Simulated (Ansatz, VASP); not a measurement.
**One calculation of C, two programs**

```
CELL_PARAMETERS angstrom
0.00000 1.78337 1.78337
1.78337 0.00000 1.78337
1.78337 1.78337 0.00000
ATOMIC_POSITIONS crystal
C 0.75000 0.75000 0.75000
C 0.50000 0.50000 0.50000
```

This isn't the form of C at room conditions, which is graphite.

Alike in both runs: task single point; functional PBE; k mesh 13 × 13 × 13; occupations gaussian, width 0.021 eV; no spin polarisation.

```csv
,VASP,Ansatz
version,VASP 6.6.1,Ansatz 0.2.0
potentials or method,"VASP PAW PBE potentials, release 64 (C)",Ansatz PAW
plane-wave cutoff (eV),520,420
valence electrons in the cell,8,8
```

|  | VASP | Ansatz | Ansatz less VASP |
| --- | --- | --- | --- |
| gap on the k mesh at the Fermi level (eV) | 4.14 | 4.15 | +0.008 |
| least direct gap on the mesh (eV) | 5.59 | 5.59 | +0.004 |
| pressure (GPa) | 2.5 | 1.8 | -0.69 |

The functional is the same, so the differences come from potentials, cutoffs and numerics.

Caveats: an odd mesh through Γ misses points on the zone boundary, where band edges often lie (VASP); odd divisions of the mesh miss points on the zone boundary, where band edges often lie, so the gap on the mesh can be too wide (Ansatz); the pressure holds a Pulay correction of +1.0 GPa for the finite cutoff (Ansatz).
